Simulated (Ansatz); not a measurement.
Cu (omega type), DFT, PBE, norm-conserving pseudopotentials, Ansatz's default files, scalar-relativistic (Ansatz 0.2.0), on 1 thread of Arm Neoverse V2 (shared host).

Command: `ansatz run input.yaml --threads 1 --pin off --max-ram 3072MiB --backend cpu --events-out ev --progress --plain --runs-dir out`

```yaml
crystal:
  lattice:
    - [3.1168452255, 0.0, 0.0]
    - [-1.5584226127, 2.699267145, 0.0]
    - [0.0, 0.0, 1.8666805769]
  atoms:
    - { symbol: Cu, position: [0.0, 0.0, 0.0] }
    - { symbol: Cu, position: [0.3333333333, 0.6666666667, 0.5] }
    - { symbol: Cu, position: [0.6666666667, 0.3333333333, 0.5] }
kpoints:
  mp_grid: { grid: [9, 9, 12] }
scf:
  occupations: { method: fermi_dirac, width: 0.08 }
hamiltonian:
  xc: pbe
  pseudopotentials: { kind: nc }
output:
  forces: true
  stress: true
  eigenvalues: true
```

(1) How large is the problem that the program sets up?

(2) About how long does it take?

Results:

(1) 84 irreducible k-points, 1589 plane waves at Γ, 35 bands.

(2) 8.1 s of wall time for 8 SCF iterations. Times on shared machines scatter by tens of per cent.
